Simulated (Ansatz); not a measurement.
Crystal: Ru.

```
Ru
1.0
     2.70580    0.00000    0.00000
    -1.35290    2.34329    0.00000
     0.00000    0.00000    4.28190
Ru
2
Direct
  0.66667 0.33333 0.75000
  0.33333 0.66667 0.25000
```

```yaml
Program: Ansatz 0.2.0
Task: relaxation of cell and atoms
Functional: r2SCAN
Dispersion: rVV10
Potentials_or_basis: Ansatz PAW
Cutoff: "500 eV (not typed: the program's choice for these potentials)"
k_mesh: 11 × 11 × 6
Occupations: fermi-dirac, width 0.05 eV
Spin: no spin polarisation
```

At the start: volume 13.57 Å³/atom.

Task: How do energy, volume and symmetry change on relaxing?

Result: It ends after 4 steps and the volume is 13.39 Å³/atom (-1.4 %); space group P6_3/mmc (No. 194, to 0.05 Å).

Step by step:
```csv
step,energy change (eV),largest force (eV/Å),volume (Å³)
1,0.0000,0.0000,27.15
2,-0.0057,0.0000,26.79
3,-0.0057,0.0000,26.78
4,-0.0055,0.0000,26.78
```

Final structure:
```xyz
2
Lattice="2.6948 0.0000 0.0000 -1.3474 2.3338 0.0000 0.0000 0.0000 4.2582" Properties=species:S:1:pos:R:3 pbc="T T T"
Ru    1.3474    0.7779    3.1937
Ru    0.0000    1.5558    1.0646
```

Caveat: the plane-wave basis is chosen anew once the cell has moved, so the energies of steps on either side of that aren't comparable; the PAW data sets come from PBE, with cores solved anew for the run's functional, which leaves a small shift of forces and pressure.
